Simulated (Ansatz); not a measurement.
How CsBr (Pm-3m) stiffens under pressure

```xyz
2
Lattice="4.2402 0.0000 0.0000 0.0000 4.2402 0.0000 0.0000 0.0000 4.2402" Properties=species:S:1:pos:R:3 pbc="T T T"
Cs    0.0000    0.0000    0.0000
Br    2.1201    2.1201    2.1201
```

This is the zero-pressure cell. At each pressure cell and atoms are relaxed in this structure, and the constants are slopes of the stress at strains of ±0.005 with relaxed ions (the coefficients that govern stability under load). Level: PBEsol, PAW on Ansatz 0.2.0's default frozen-core files (fitted under PBE), scalar-relativistic; k mesh 6×6×6, strains of ±0.005, fixed occupations, cutoff 420 eV. P is the pressure of the relaxed cell, less that of this one.

```
P (GPa)    V/V₀  C11 (GPa)  C12 (GPa)  C44 (GPa)
   0.00  1.0000       31.3        8.3        8.4
   0.98  0.9482       36.8       13.0       12.0
   1.98  0.9080       42.0       17.7       15.5
   3.98  0.8498       51.6       26.5       22.1
   6.97       ?          ?          ?          ?
   9.97  0.7470       77.5       51.0       40.8
  14.97  0.6949       97.3       70.3       55.6
```

Problem. Does the bulk modulus from the constants agree with the pressure-volume curve?

Solution. A third-order Birch-Murnaghan fit to the volumes shown (F against f, f = [(V₀/V)^(2/3) − 1]/2) gives B₀ = 16.0 GPa and B′ = 5.2. Its −V dP/dV stands beside (C11 + 2C12)/3:

```
P (GPa)  from P(V)  from the constants
   0.00       16.0                15.9
   0.98       20.9                20.9
   1.98       25.7                25.8
   3.98       34.7                34.9
   9.97       60.1                59.9
  14.97       80.4                79.3
```

Problem. What are the pressure derivatives at zero pressure?

Solution. Slopes at V₀ of quadratic fits in −ln(V/V₀) through the first four rows shown, divided by B₀: dC11/dP = 5.7, dC12/dP = 4.8, dC44/dP = 3.6. The mean slopes up to 2.0 GPa are 5.4, 4.7, 3.6; curvature and scatter of the constants part the two. The combination (dC11/dP + 2 dC12/dP)/3 = 5.1 stands against B′.

Problem. Fill the row at 6.97 GPa.

Solution. Cubic fits in −ln(V/V₀) through all rows shown give C11 = 65.0, C12 = 39.1, C44 = 31.6 GPa. Computed: V/V₀ = 0.7900, C11 (GPa) = 65.0, C12 (GPa) = 39.0, C44 (GPa) = 31.6.

Problem. Does a shear stiffness soften?

Solution. C44 goes from 8.4 to 55.6 GPa; (C11 − C12)/2 goes from 11.5 to 13.5 GPa. Neither ends more than 3 % under its start, and the lattice stays mechanically stable over this range.

Keep in mind: no other phase was computed; many crystals of this kind change structure within this range, and rows or crossings beyond such a change describe a metastable lattice; frozen-core PAW files fitted under PBE, their cores solved anew for the functional of the run; phonons weren't checked at these pressures.
